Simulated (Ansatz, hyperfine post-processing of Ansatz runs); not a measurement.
# LiCrP2O7: isotropic lines and sites in a paramagnetic 7Li spectrum

Calculated values: DFT, r2SCAN, plane-wave PAW, default files (PAW set soft_2), collinear spin, scalar-relativistic (Ansatz), contact and point-dipole shifts scaled to 298 K with Θ = 0 K (a pure Curie law); spin-only moments, above the ordering temperature.

```xyz
22
Lattice="-2.1040 0.0000 8.7585 3.2706 -4.0707 0.0000 3.2706 4.0707 0.0000" Properties=species:S:1:pos:R:3 pbc="T T T"
Cr    3.2706   -3.0840    0.0000
Cr    2.2186   -3.0840    4.3793
P     1.2962   -0.3200    2.5821
P     0.2442   -0.3200    6.9614
P     4.1930   -0.3200    1.7971
P     3.1410   -0.3200    6.1764
O     0.7754    0.7821    3.5121
O    -0.2766    0.7821    7.8914
O     1.4095   -1.6691    3.2465
O     0.3575   -1.6691    7.6257
O     0.5451   -0.4483    1.2502
O    -0.5069   -0.4483    5.6294
O     2.7446    0.2514    2.1896
O     1.6926    0.2514    6.5689
O     4.7138    0.7821    0.8672
O     3.6619    0.7821    5.2464
O     4.9441   -0.4483    3.1291
O     3.8921   -0.4483    7.5084
O     4.0797   -1.6691    1.1328
O     3.0277   -1.6691    5.5121
Li    3.2706    2.0304    0.0000
Li    2.2186    2.0304    4.3793
```

7Li MAS at 4.7 T (77.8 MHz), 40 kHz, 298 K; contact and dipolar shift alone, no orbital or quadrupolar part; lines under 1.5 % of the strongest are left out. NMR lines, with heights relative to the strongest:

```
position (ppm)  intensity
        -762.3        3.1
        -248.0         10
         266.3        100
         780.6         15
```

Q: Find the isotropic shifts among the lines and assign them to the Li sites.

Sidebands are spaced by 514 ppm (the spinning rate over the resonance of 77.8 MHz). An isotropic line need not be the tallest: it is the area-weighted centre of its own family of sidebands, and the one that stays put when the rate is changed. Isotropic shifts: 266 ppm for atom 21 and the 1 atom equivalent to it (3 Cr through links of 96° (2) and 112° (2)), reduced anisotropy -670 ppm.

[Logs are printed without paths, hosts, clocks, repeated set-up lines and the standing remarks that a program may print on its own settings, such as how far it seeks lower states.]

[Hosts, paths, dates, database ids (printed as entryN), source tags and the programs' standing remarks are cut or masked in the printed files.]
